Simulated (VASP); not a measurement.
# Ru in VASP: relaxation of the atoms with PBE

Aim: the relaxation of the atoms of Ru with PBE.

All numbers are computed with VASP 6.6.1; they aren't measurements. Logs are shortened: lines on timing, memory, paths and dates and some standing lists are left out, and cuts for length are marked.

### 1 The slab as given

The cell holds a slab with vacuum, 4 atoms: a = 2.719 Å, b = 2.719 Å, c = 32.214 Å, α = 90.00°, β = 90.00°, γ = 120.00°.

The cell was built by a generator and needn't be a form met in nature.

### 2 Relaxation of the atoms, PBE

File INCAR:

```
  ALGO = Fast
  DIPOL = 0.5 0.5 0.500
  EDIFF = 1E-6
  EDIFFG = -0.02
  ENCUT = 520
  GGA = PE
  IBRION = 2
  IDIPOL = 3
  ISIF = 2
  ISMEAR = 1
  LASPH = T
  LCHARG = F
  LDIPOL = T
  LREAL = F
  LWAVE = F
  NELM = 120
  NSW = 90
  PREC = Accurate
  SIGMA = 0.1
```

File KPOINTS:

```
k-points
0
Gamma
  14 14 1
```

File POSCAR:

```
Ru
1.0
    2.7193470000      0.0000000000      0.0000000000
   -1.3596735000      2.3550235400      0.0000000000
    0.0000000000      0.0000000000     32.2139342000
Ru
4
Selective dynamics
Direct
    0.3333330000      0.6666670000      0.3999726500  F F F
    0.6666670000      0.3333330000      0.4666575500  T T T
    0.3333330000      0.6666670000      0.5333424500  T T T
    0.6666670000      0.3333330000      0.6000273500  T T T
```

Potentials or basis: VASP PAW PBE potentials, release 64 (Ru_pv).

The run is started by

```sh
$ cat potpaw_PBE.64/Ru_pv/POTCAR > POTCAR
$ mpirun -np 1 vasp_std > vasp.out
```

OUTCAR:

```text
EDIFF = 1E-6
   EDIFFG = -0.02
   ENCUT = 520
   GGA = PE
   IBRION = 2
   ISIF = 2
   ISMEAR = 1
   LASPH = T
   LREAL = F
   NELM = 120
   NSW = 90
   PREC = Accurate

 ion  position               nearest neighbor table
   1  0.333  0.667  0.400-   2 2.66   2 2.66   2 2.66
   2  0.667  0.333  0.467-   1 2.66   3 2.66   1 2.66   3 2.66   1 2.66   3 2.66
   3  0.333  0.667  0.533-   2 2.66   4 2.66   2 2.66   4 2.66   2 2.66   4 2.66
   4  0.667  0.333  0.600-   3 2.66   3 2.66   3 2.66

  LATTYP: Found a hexagonal cell.
 ALAT       =     2.7193470000
 C/A-ratio  =    11.8462021213

  Lattice vectors:

 A1 = (   2.7193470000,   0.0000000000,   0.0000000000)
 A2 = (  -1.3596735000,   2.3550235400,   0.0000000000)
 A3 = (   0.0000000000,   0.0000000000,  32.2139342000)

Analysis of symmetry for initial positions (statically):
=====================================================================
 Subroutine PRICEL returns:
 Original cell was already a primitive cell.

 Routine SETGRP: Setting up the symmetry group for a
 hexagonal supercell.

 Subroutine GETGRP returns: Found 12 space group operations
 (whereof 12 operations were pure point group operations)
 out of a pool of 24 trial point group operations.

The static configuration has the point symmetry D_3d.

Analysis of symmetry for dynamics (positions and initial velocities):
=====================================================================
 Subroutine PRICEL returns:
 Original cell was already a primitive cell.

 Routine SETGRP: Setting up the symmetry group for a
 hexagonal supercell.

 Subroutine GETGRP returns: Found 12 space group operations
 (whereof 12 operations were pure point group operations)
 out of a pool of 24 trial point group operations.

The dynamic configuration has the point symmetry D_3d.

Analysis of constrained symmetry for selective dynamics:
=====================================================================
 Subroutine PRICEL returns:
 Original cell was already a primitive cell.

 Routine SETGRP: Setting up the symmetry group for a
 hexagonal supercell.

 Subroutine GETGRP returns: Found  6 space group operations
 (whereof  6 operations were pure point group operations)
 out of a pool of 24 trial point group operations.

The constrained configuration has the point symmetry C_3v.

 Subroutine INISYM returns: Found  6 space group operations
 (whereof  6 operations are pure point group operations),
 and found     1 'primitive' translations

----------------------------------------------------------------------------------------

                                     Primitive cell

  volume of cell :     206.3021

  direct lattice vectors                    reciprocal lattice vectors
     2.719347000  0.000000000  0.000000000     0.367735342  0.212312103  0.000000000
    -1.359673500  2.355023540  0.000000000     0.000000000  0.424624206  0.000000000
     0.000000000  0.000000000 32.213934200     0.000000000  0.000000000  0.031042467

  length of vectors
     2.719347000  2.719346962 32.213934200     0.424624200  0.424624206  0.031042467

  position of ions in fractional coordinates (direct lattice)
     0.333333000  0.666667000  0.399972650
     0.666667000  0.333333000  0.466657550
     0.333333000  0.666667000  0.533342450
     0.666667000  0.333333000  0.600027350

  ion indices of the primitive-cell ions
   primitive index   ion index
                 1           1
                 2           2
                 3           3
                 4           4

----------------------------------------------------------------------------------------

 KPOINTS: k-points

Automatic generation of k-mesh.
[... 24 lines left out ...]
  0.071429  0.000000  0.000000      6.000000
  0.142857 -0.000000  0.000000      6.000000
  0.214286  0.000000  0.000000      6.000000
  0.285714  0.000000  0.000000      6.000000
  0.357143 -0.000000  0.000000      6.000000
[... 16 lines left out ...]
  0.285714  0.285714  0.000000      6.000000
  0.357143  0.285714  0.000000      6.000000
   k-points           NKPTS =     24   k-points in BZ     NKDIM =     24   number of bands    NBANDS=     33
   number of dos      NEDOS =    301   number of ions     NIONS =      4
   total plane-waves  NPLWV =  96000
   dimension x,y,z NGX =    20 NGY =   20 NGZ =  240
   dimension x,y,z NGXF=    40 NGYF=   40 NGZF=  480
   ions per type =               4
   NGX,Y,Z   is equivalent  to a cutoff of  12.23, 12.23, 12.39 a.u.
   NGXF,Y,Z  is equivalent  to a cutoff of  24.45, 24.45, 24.77 a.u.
 SYSTEM =  unknown system
   PREC   = accura    normal or accurate (medium, high low for compatibility)
   ISTART =      0    job   : 0-new  1-cont  2-samecut
   ICHARG =      2    charge: 1-file 2-atom 10-const
   ISPIN  =      1    spin polarized calculation?
   LNONCOLLINEAR =      F non collinear calculations
   LSORBIT =      F    spin-orbit coupling
   LASPH  =      T    aspherical Exc in radial PAW
   ENCUT  =  520.0 eV  38.22 Ry    6.18 a.u.   5.06  5.06 59.90*2*pi/ulx,y,z
   NELM   =    120;   NELMIN=  2; NELMDL= -5     # of ELM steps
   EDIFF  = 0.1E-05   stopping-criterion for ELM
   LREAL  =      F    real-space projection
   EDIFFG = -.2E-01   stopping-criterion for IOM
   NSW    =     90    number of steps for IOM
   IBRION =      2    ionic relax: 0-MD 1-quasi-New 2-CG
   NFREE  =      1    steps in history (QN), initial steepest desc. (CG)
   ISIF   =      2    stress and relaxation
   ISYM   =      2    0-nonsym 1-usesym 2-fastsym
   POTIM  = 0.5000    time-step for ionic-motion
   TEBEG  =    0.0;   TEEND  =   0.0 temperature during run
   PSTRESS=    0.0 pullay stress
   NELECT =      56.0000    total number of electrons
   NUPDOWN=      -1.0000    fix difference up-down
   EMIN   =  10.00;   EMAX   =-10.00  energy-range for DOS
   EFERMI =   0.00;   METHOD = LEGACY
   ISMEAR =     1;   SIGMA  =   0.10  broadening in eV -4-tet -1-fermi 0-gaus
   EFERMI_NEDOS =   21; number of points for ismear=-14 and -15
   IALGO  =     68    algorithm
   IMIX   =      4    mixing-type and parameters
     AMIX     =   0.40;   BMIX     =  1.00
     AMIX_MAG =   1.60;   BMIX_MAG =  1.00
  volume/ion in A,a.u.               =      51.58       348.05
  Fermi-wavevector in a.u.,A,eV,Ry     =   1.059993  2.003096 15.287301  1.123585
  Thomas-Fermi vector in A             =   2.195358
   LORBIT       =      0    0 simple, 1 ext, 2 COOP (PROOUT), +10 PAW based schemes
   GGA     = PE    functional components
   LHFCALC =     F    Hartree Fock is set to
   AEXX    =    0.0000 exact exchange contribution
   IVDW    =     0    specifies the selected vdW correction
   LEPSILON=     F    determine dielectric tensor
   LRPA    =     F    only Hartree local field effects (RPA)
 conjugate gradient relaxation of ions
 non-spin polarized calculation
 RMM-DIIS sequential band-by-band and
 Methfessel and Paxton  Order N= 1 SIGMA  =   0.10
  energy-cutoff  :      520.00
  volume of cell :      206.30
 maximum number of plane-waves:      5601
   NGX = 11   NGY = 11   NGZ =119

--------------------------------------- Ionic step        1  -------------------------------------------

 number of electron      56.0000026 magnetization

 Free energy of the ion-electron system (eV)
  ---------------------------------------------------
  ext. energy  EPLUGINS =         0.00000000
  ---------------------------------------------------
  free energy    TOTEN  =       -34.75441226 eV

  energy without entropy =      -34.75908331  energy(sigma->0) =      -34.75596928

------------------------ aborting loop because EDIFF is reached ----------------------------------------

  FORCE on cell =-STRESS in cart. coord.  units (eV):
  Direction    XX          YY          ZZ          XY          YZ          ZX
  --------------------------------------------------------------------------------------
  -------------------------------------------------------------------------------------
  Total       -3.8174414     -3.8174412     -3.3306530      0.0000000      0.0000000      0.0000000
  in kB      -29.6469013    -29.6469002    -25.8664201      0.0000000      0.0000000      0.0000000
  external PRESSURE =     -28.3867405 kB  Pullay stress =       0.0000000 kB
[... 95 lines left out ...]
  FREE ENERGIE OF THE ION-ELECTRON SYSTEM (eV)
  ---------------------------------------------------
  free  energy   TOTEN  =       -34.7845415813 eV

  energy  without entropy=      -34.7843485596  energy(sigma->0) =      -34.78447724

[... ionic steps 4 to 7 ...]

--------------------------------------- Ionic step        8  -------------------------------------------

 number of electron      56.0000023 magnetization

------------------------ aborting loop because EDIFF is reached ----------------------------------------
[... 65 lines left out ...]
  FREE ENERGIE OF THE ION-ELECTRON SYSTEM (eV)
  ---------------------------------------------------
  free  energy   TOTEN  =       -34.8074795282 eV

  energy  without entropy=      -34.8065664372  energy(sigma->0) =      -34.80717516

 dipolmoment           0.000000      0.000000      0.001072 electrons x Angstroem

--------------------------------------- Ionic step       10  -------------------------------------------

 number of electron      56.0000024 magnetization

 dipolmoment           0.000000      0.000000     -0.000031 electrons x Angstroem

 Free energy of the ion-electron system (eV)
  ---------------------------------------------------
  ext. energy  EPLUGINS =         0.00000000
  ---------------------------------------------------
  free energy    TOTEN  =       -34.80786916 eV

  energy without entropy =      -34.80663045  energy(sigma->0) =      -34.80745626

 E-fermi :  -0.2750     XC(G=0):  -4.3578

 val. band max:       -0.2777986493   @ k =   0.2857   0.0714   0.0000
 cond. band min:      -0.2702141938   @ k =   0.2143   0.0000   0.0000
 fundamental gap:      0.0075844555
 Fermi energy:        -0.2749648942

 k-point     1 :       0.0000    0.0000    0.0000
  band No.  band energies     occupation
      1     -43.9029      2.00000
      2     -43.5045      2.00000
      3     -43.1110      2.00000
      4     -43.1110      2.00000
      5     -43.0340      2.00000
      6     -43.0340      2.00000
[... 853 lines left out ...]
     32       0.9777     -0.00000
     33       6.3916      0.00000

------------------------ aborting loop because EDIFF is reached ----------------------------------------

 vacuum level on the upper side and lower side of the slab       (xc-potential included)        -0.090        -0.093

  FORCE on cell =-STRESS in cart. coord.  units (eV):
  Direction    XX          YY          ZZ          XY          YZ          ZX
  --------------------------------------------------------------------------------------
  -------------------------------------------------------------------------------------
  Total       -2.7046353     -2.7046352     -0.0126555      0.0000000      0.0000000      0.0000000
  in kB      -21.0046597    -21.0046589     -0.0982851      0.0000000      0.0000000      0.0000000
  external PRESSURE =     -14.0358679 kB  Pullay stress =       0.0000000 kB
[... 19 lines left out ...]
  FREE ENERGIE OF THE ION-ELECTRON SYSTEM (eV)
  ---------------------------------------------------
  free  energy   TOTEN  =       -34.8078691637 eV

  energy  without entropy=      -34.8066304453  energy(sigma->0) =      -34.80745626

 reached required accuracy - stopping structural energy minimisation

 vacuum level on the upper side and lower side of the slab         4.673         4.670
```

Wall time 29 min (1 thread of Intel Xeon Platinum 8259CL at 2.50GHz (Skylake/Cascade Lake), shared host); peak memory 0.39 GiB.

Results:

```
Free energy               : -34.8079 eV
Energy gained by relaxing : 13.4 meV/atom
Ionic steps               : 10
Band gap on the k mesh    : none (metal or under the smearing width)
```

Step by step:
```csv
step,energy change (eV),largest force (eV/Å),pressure (GPa)
1,0.0000,0.6948,-2.84
2,-0.0297,0.5316,-2.47
3,-0.0301,0.5091,-2.41
4,-0.0353,0.4503,-2.29
5,-0.0471,0.2652,-1.93
6,-0.0522,0.1415,-1.15
7,-0.0533,0.0576,-1.40
8,-0.0533,0.0514,-1.38
9,-0.0531,0.1065,-1.45
10,-0.0535,0.0085,-1.40
```

Final structure:
```yaml
crystal:
  lattice:
    - [2.71935, 0.00000, 0.00000]
    - [-1.35967, 2.35502, 0.00000]
    - [0.00000, 0.00000, 32.21393]
  atoms:
    - { symbol: Ru, position: [0.33333, 0.66667, 0.39997] }
    - { symbol: Ru, position: [0.66667, 0.33333, 0.46431] }
    - { symbol: Ru, position: [0.33333, 0.66667, 0.53139] }
    - { symbol: Ru, position: [0.66667, 0.33333, 0.59575] }
```
